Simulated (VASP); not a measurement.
# Ag (Im-3m) in VASP: a series of runs

One crystal, Ag, is run at these levels: PBE, r2SCAN; tasks: single point.

All numbers are computed with VASP 6.6.1; they aren't measurements. Logs are shortened: lines on timing, memory, paths and dates and some standing lists are left out, and cuts for length are marked.

## (1) The structure

Symmetry: Im-3m, No. 229, cubic system. Conventional cell: a = 3.246 Å, b = 3.246 Å, c = 3.246 Å, α = 90.00°, β = 90.00°, γ = 90.00°. Ag (site symmetry m-3m) is surrounded by 8 Ag at 2.81 Å.

The cell was built by a generator and needn't be a form met in nature.

## (2) Single point, PBE

Input file INCAR:

```
SYSTEM = Ag
  PREC = Accurate
  ENCUT = 520
  EDIFF = 1E-7
  ISMEAR = 0
  SIGMA = 0.05
  LREAL = .False.
  LASPH = .True.
  NELM = 60
  ALGO = Normal
  ISIF = 2
  LWAVE = .False.
  LCHARG = .False.
  GGA = PE
  NBANDS = 12
```

Input file KPOINTS:

```
Automatic mesh
0
Gamma
  8 8 8
  0 0 0
```

Input file POSCAR:

```
Ag
1.0
   -1.6231181371      1.6231181371      1.6231181371
    1.6231181371     -1.6231181371      1.6231181371
    1.6231181371      1.6231181371     -1.6231181371
Ag
1
Direct
    0.0000000000      0.0000000000      0.0000000000
```

Potentials or basis: VASP PAW PBE potentials, release 64 (Ag).

The run is started by

```console
cat potpaw_PBE.64/Ag/POTCAR > POTCAR
mpirun -np 1 vasp_std > vasp.out
```

OUTCAR:

```text
SYSTEM = Ag
   PREC = Accurate
   ENCUT = 520
   EDIFF = 1E-7
   ISMEAR = 0
   LREAL = .False.
   LASPH = .True.
   NELM = 60
   ISIF = 2
   GGA = PE

 ion  position               nearest neighbor table
   1  0.000  0.000  0.000-

  LATTYP: Found a body centered cubic cell.
 ALAT       =     3.2462362742

  Lattice vectors:

 A1 = (  -1.6231181371,   1.6231181371,   1.6231181371)
 A2 = (   1.6231181371,  -1.6231181371,   1.6231181371)
 A3 = (   1.6231181371,   1.6231181371,  -1.6231181371)

Analysis of symmetry for initial positions (statically):
=====================================================================
 Subroutine PRICEL returns:
 Original cell was already a primitive cell.

 Routine SETGRP: Setting up the symmetry group for a
 body centered cubic supercell.

 Subroutine GETGRP returns: Found 48 space group operations
 (whereof 48 operations were pure point group operations)
 out of a pool of 48 trial point group operations.

The static configuration has the point symmetry O_h .

Analysis of symmetry for dynamics (positions and initial velocities):
=====================================================================
 Subroutine PRICEL returns:
 Original cell was already a primitive cell.

 Routine SETGRP: Setting up the symmetry group for a
 body centered cubic supercell.

 Subroutine GETGRP returns: Found 48 space group operations
 (whereof 48 operations were pure point group operations)
 out of a pool of 48 trial point group operations.

The dynamic configuration has the point symmetry O_h .

 Subroutine INISYM returns: Found 48 space group operations
 (whereof 48 operations are pure point group operations),
 and found     1 'primitive' translations

----------------------------------------------------------------------------------------

                                     Primitive cell

  volume of cell :      17.1045

  direct lattice vectors                    reciprocal lattice vectors
    -1.623118137  1.623118137  1.623118137     0.000000000  0.308049050  0.308049050
     1.623118137 -1.623118137  1.623118137     0.308049050  0.000000000  0.308049050
     1.623118137  1.623118137 -1.623118137     0.308049050  0.308049050  0.000000000

  length of vectors
     2.811323080  2.811323080  2.811323080     0.435647144  0.435647144  0.435647144

  position of ions in fractional coordinates (direct lattice)
     0.000000000  0.000000000  0.000000000

  ion indices of the primitive-cell ions
   primitive index   ion index
                 1           1

----------------------------------------------------------------------------------------

 KPOINTS: Automatic mesh

Automatic generation of k-mesh.
 Grid dimensions read from file:
 generate k-points for:    8    8    8

 Generating k-lattice:

  Cartesian coordinates                     Fractional coordinates (reciprocal lattice)
     0.000000000  0.038506131  0.038506131     0.125000000  0.000000000  0.000000000
     0.038506131  0.000000000  0.038506131     0.000000000  0.125000000  0.000000000
     0.038506131  0.038506131  0.000000000     0.000000000  0.000000000  0.125000000

  Length of vectors
     0.054455893  0.054455893  0.054455893

  Shift w.r.t. Gamma in fractional coordinates (k-lattice)
     0.000000000  0.000000000  0.000000000

 Subroutine IBZKPT returns following result:
 ===========================================

 Found     29 irreducible k-points:

 Following reciprocal coordinates:
            Coordinates               Weight
  0.000000  0.000000  0.000000      1.000000
  0.125000  0.000000  0.000000     12.000000
  0.250000  0.000000  0.000000     12.000000
  0.375000  0.000000  0.000000     12.000000
  0.500000  0.000000  0.000000      6.000000
  0.125000  0.125000  0.000000     24.000000
[... 16 lines left out ...]
 -0.250000  0.250000  0.250000      6.000000
 -0.375000  0.375000  0.250000     24.000000
 [... further k-points ...]
   k-points           NKPTS =     29   k-points in BZ     NKDIM =     29   number of bands    NBANDS=     12
   number of dos      NEDOS =    301   number of ions     NIONS =      1
   total plane-waves  NPLWV =  13824
   dimension x,y,z NGX =    24 NGY =   24 NGZ =   24
   dimension x,y,z NGXF=    48 NGYF=   48 NGZF=   48
   ions per type =               1
   NGX,Y,Z   is equivalent  to a cutoff of  14.19, 14.19, 14.19 a.u.
   NGXF,Y,Z  is equivalent  to a cutoff of  28.38, 28.38, 28.38 a.u.
 SYSTEM =  Ag
   PREC   = accura    normal or accurate (medium, high low for compatibility)
   ISTART =      0    job   : 0-new  1-cont  2-samecut
   ICHARG =      2    charge: 1-file 2-atom 10-const
   ISPIN  =      1    spin polarized calculation?
   LNONCOLLINEAR =      F non collinear calculations
   LSORBIT =      F    spin-orbit coupling
   LASPH  =      T    aspherical Exc in radial PAW
   ENCUT  =  520.0 eV  38.22 Ry    6.18 a.u.   5.23  5.23  5.23*2*pi/ulx,y,z
   NELM   =     60;   NELMIN=  2; NELMDL= -5     # of ELM steps
   EDIFF  = 0.1E-06   stopping-criterion for ELM
   LREAL  =      F    real-space projection
   EDIFFG = 0.1E-05   stopping-criterion for IOM
   NSW    =      0    number of steps for IOM
   IBRION =     -1    ionic relax: 0-MD 1-quasi-New 2-CG
   NFREE  =      0    steps in history (QN), initial steepest desc. (CG)
   ISIF   =      2    stress and relaxation
   ISYM   =      2    0-nonsym 1-usesym 2-fastsym
   POTIM  = 0.5000    time-step for ionic-motion
   TEBEG  =    0.0;   TEEND  =   0.0 temperature during run
   PSTRESS=    0.0 pullay stress
   NELECT =      11.0000    total number of electrons
   NUPDOWN=      -1.0000    fix difference up-down
   EMIN   =  10.00;   EMAX   =-10.00  energy-range for DOS
   EFERMI =   0.00;   METHOD = LEGACY
   ISMEAR =     0;   SIGMA  =   0.05  broadening in eV -4-tet -1-fermi 0-gaus
   EFERMI_NEDOS =   21; number of points for ismear=-14 and -15
   IALGO  =     38    algorithm
   IMIX   =      4    mixing-type and parameters
     AMIX     =   0.40;   BMIX     =  1.00
     AMIX_MAG =   1.60;   BMIX_MAG =  1.00
  volume/ion in A,a.u.               =      17.10       115.43
  Fermi-wavevector in a.u.,A,eV,Ry     =   1.413087  2.670347 27.168319  1.996815
  Thomas-Fermi vector in A             =   2.534769
   LORBIT       =      0    0 simple, 1 ext, 2 COOP (PROOUT), +10 PAW based schemes
   GGA     = PE    functional components
   LHFCALC =     F    Hartree Fock is set to
   AEXX    =    0.0000 exact exchange contribution
   IVDW    =     0    specifies the selected vdW correction
   LEPSILON=     F    determine dielectric tensor
   LRPA    =     F    only Hartree local field effects (RPA)
 non-spin polarized calculation
 Gauss-broadening in eV      SIGMA  =   0.05
  energy-cutoff  :      520.00
  volume of cell :       17.10
 maximum number of plane-waves:       471
 NGX is ok and might be reduce to    24
   NGX = 11   NGY = 11   NGZ = 11

 number of electron      11.0000000 magnetization

 Free energy of the ion-electron system (eV)
  ---------------------------------------------------
  ext. energy  EPLUGINS =         0.00000000
  ---------------------------------------------------
  free energy    TOTEN  =        -2.62390802 eV

  energy without entropy =       -2.62126118  energy(sigma->0) =       -2.62258460

 E-fermi :   8.5483     XC(G=0): -12.1940

 val. band max:        8.5464688498   @ k =   0.3750   0.1250  -0.0000
 cond. band min:       8.6649463455   @ k =   0.2500   0.2500   0.0000
 fundamental gap:      0.1184774957
 Fermi energy:         8.5482945008

 k-point     1 :       0.0000    0.0000    0.0000
  band No.  band energies     occupation
      1       0.6475      2.00000
      2       3.4662      2.00000
      3       3.4662      2.00000
      4       3.4662      2.00000
      5       4.7913      2.00000
      6       4.7913      2.00000
      7      26.3609      0.00000
      8      26.3609      0.00000
      9      26.3609      0.00000
     10      32.6456      0.00000
     11      32.6462      0.00000
     12      32.6500      0.00000

 k-point     2 :       0.1250    0.0000    0.0000
  band No.  band energies     occupation
      1       1.1449      2.00000
      2       3.3446      2.00000
      3       3.4905      2.00000
      4       3.7551      2.00000
      5       4.6749      2.00000
      6       4.8011      2.00000
      7      24.8962      0.00000
      8      26.0092      0.00000
      9      26.7074      0.00000
     10      29.7931      0.00000
     11      30.0602      0.00000
     12      30.1657      0.00000

 k-point     3 :       0.2500    0.0000    0.0000
  band No.  band energies     occupation
      1       2.0961      2.00000
      2       3.0624      2.00000
      3       3.9521      2.00000
      4       4.5149      2.00000
      5       4.5856      2.00000
      6       4.8358      2.00000
      7      20.4151      0.00000
      8      24.1162      0.00000
      9      26.6470      0.00000
     10      27.4777      0.00000
     11      29.0228      0.00000
     12      31.0751      0.00000
[... 286 lines left out ...]
 k-point    23 :      -0.2500    0.2500    0.2500
  band No.  band energies     occupation
      1       3.0383      2.00000
      2       3.3590      2.00000
      3       3.9555      2.00000
      4       3.9555      2.00000
      5       4.4644      2.00000
      6       6.4919      2.00000
      7      21.5214      0.00000
      8      21.5214      0.00000
      9      22.3413      0.00000
     10      22.7594      0.00000
     11      33.5537      0.00000
     12      33.5537      0.00000

 k-point    24 :      -0.3750    0.3750    0.2500
  band No.  band energies     occupation
      1       2.7658      2.00000
      2       3.0583      2.00000
      3       3.9599      2.00000
      4       4.3629      2.00000
      5       5.2330      2.00000
      6       8.8008      0.00000
      7      16.9286      0.00000
      8      19.4039      0.00000
      9      21.9060      0.00000
     10      24.3279      0.00000
     11      31.5703      0.00000
     12      33.5663      0.00000

 [... further k-points ...]

------------------------ aborting loop because EDIFF is reached ----------------------------------------

  FORCE on cell =-STRESS in cart. coord.  units (eV):
  Direction    XX          YY          ZZ          XY          YZ          ZX
  --------------------------------------------------------------------------------------
  -------------------------------------------------------------------------------------
  Total        0.5213319      0.5213319      0.5213319      0.0000000      0.0000000      0.0000000
  in kB       48.8331232     48.8331232     48.8331232      0.0000000      0.0000000      0.0000000
  external PRESSURE =      48.8331232 kB  Pullay stress =       0.0000000 kB

 VOLUME and BASIS-vectors are now :
 -----------------------------------------------------------------------------
  energy-cutoff  :      520.00
  volume of cell :       17.10
      direct lattice vectors                 reciprocal lattice vectors
    -1.623118137  1.623118137  1.623118137     0.000000000  0.308049050  0.308049050
     1.623118137 -1.623118137  1.623118137     0.308049050  0.000000000  0.308049050
     1.623118137  1.623118137 -1.623118137     0.308049050  0.308049050  0.000000000

 POSITION                                       TOTAL-FORCE (eV/Angst)
 -----------------------------------------------------------------------------------
      0.00000      0.00000      0.00000        -0.000000      0.000000     -0.000000
 -----------------------------------------------------------------------------------
    total drift:                               -0.000000     -0.000000     -0.000000

  FREE ENERGIE OF THE ION-ELECTRON SYSTEM (eV)
  ---------------------------------------------------
  free  energy   TOTEN  =        -2.6239080154 eV

  energy  without entropy=       -2.6212611796  energy(sigma->0) =       -2.62258460
```

Wall time 4.7 s (1 thread of AMD EPYC 9R45 (Zen 5), shared host); peak memory 0.11 GiB.

Results:

```yaml
Free_energy: -2.6239 eV
Pressure: 4.9 GPa
Band_gap_on_the_k_mesh: none (metal or under the smearing width)
```

Levels at points of the mesh, in eV from the Fermi level:
```csv
k point,band 4,band 5,band 6,band 7,band 8,band 9
"(0.00, 0.00, 0.00)",-5.08,-3.76,-3.76,17.81,17.81,17.81
"(0.50, 0.00, 0.00)",-3.63,-2.75,-0.22,3.98,13.18,14.33
"(0.50, 0.50, 0.50)",-2.99,-2.99,6.75,6.75,6.75,12.66
```

(Continued in part 2 of 2.)
